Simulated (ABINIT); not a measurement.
A run of ABINIT 10.8.3 (patched build):

File run.abi:

```
# Pseudopotentials
pp_dirpath "./"
pseudos "Hg.upf, Se.upf"

# Structure
acell 8.1216555201 8.1216555201 8.1216555201
rprim
     0.0000000000     0.7071067812     0.7071067812
     0.7071067812     0.0000000000     0.7071067812
     0.7071067812     0.7071067812     0.0000000000
ntypat 2
znucl 80 34
natom 2
typat 1 2
xred
     0.0000000000     0.0000000000     0.0000000000
     0.7500000000     0.7500000000     0.7500000000

# Plane-wave basis
ecut 1061.244064 eV

# k points
kptopt 1
ngkpt 6 6 6
nshiftk 1
shiftk 0.0 0.0 0.0

# Exchange and correlation
ixc 11

# Bands and occupations
nband 22
occopt 3
tsmear 0.05 eV

# SCF cycle
nstep 100
tolvrs 1.0e-10

# Output
iomode 3
prtwf 0
prteig 0
prtebands 0
enunit 1
prtvol 2
prtden 1
prtvha 1
prtvclmb 1
prtpot 1
prtelf 1
```

Potentials or basis: PseudoDojo NC SR PBE v0.4.1 standard.

The run is started by

```console
$ abinit run.abi > log 2>&1
```

Hardware: 1 thread of Intel(R) Xeon(R) Platinum 8259CL CPU @ 2.50GHz (Skylake/Cascade Lake) (shared host).

**Question.** Estimate the wall time of this run.

**Answer.** It took 81 s on 1 thread of Intel(R) Xeon(R) Platinum 8259CL CPU @ 2.50GHz (Skylake/Cascade Lake) (shared host), peak memory 0.11 GiB. Counts: scf iterations 12, mpi ranks 1, k points 16, bands 22, plane waves 4428.
